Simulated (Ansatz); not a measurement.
**Al2Ru in Ansatz: convergence with ecutfock ratio**

Input of the first run (ecutfock ratio 1); the others differ in this setting and in those tied to it:

The input input.yaml:

```yaml
crystal:
  lattice:
    - [-1.56042162, 1.56042162, 4.22180559]
    - [1.56042162, -1.56042162, 4.22180559]
    - [1.56042162, 1.56042162, -4.22180559]
  atoms:
    - { symbol: Ru, position: [0.0, 0.0, 0.0] }
    - { symbol: Al, position: [0.34079781, 0.34079781, 0.0] }
    - { symbol: Al, position: [0.65920219, 0.65920219, 0.0] }
hamiltonian:
  xc: hse06
  pseudopotentials: { kind: paw }
kpoints:
  mp_grid: { grid: [6, 6, 6] }
scf:
  occupations: { method: methfessel_paxton, width: 0.1 }
  exx: { ecutfock_ratio: 1 }
output:
  forces: true
  stress: true
  eigenvalues: true
```

Potentials or basis: Ansatz PAW.

Run with:

```bash
$ ansatz run input.yaml --threads 2 --pin off --max-ram 5632MiB --backend cpu --events-out ev --progress --plain --runs-dir out
```

The cell comes from a database or a generator and needn't be the stable form of this composition.

Hardware: 2 threads of Arm Neoverse V2 (shared host).

Problem. The values tried are 1, 2, 3, 4, loosest first. From which on does the energy stay within 1 meV/atom of the tightest run that finished?

Solution. From 2 on.

```
ecutfock ratio  energy less the tightest run, at zero smearing (meV/atom)  SCF cycles  CPU time (s)  peak memory (GiB)
             1                                                      36.91          21            34                1.1
             2                                                       0.15          22            38                1.3
             3                                                       0.00          22            42                1.4
             4                                                       0.00          22            44                1.5
```

The tightest run that finished is the yardstick and may itself not be fully converged.

Caveat, for the tightest run too: the k mesh is coarse (spacing up to 0.47 Å⁻¹), so the values aren't converged, least of all with exact exchange.
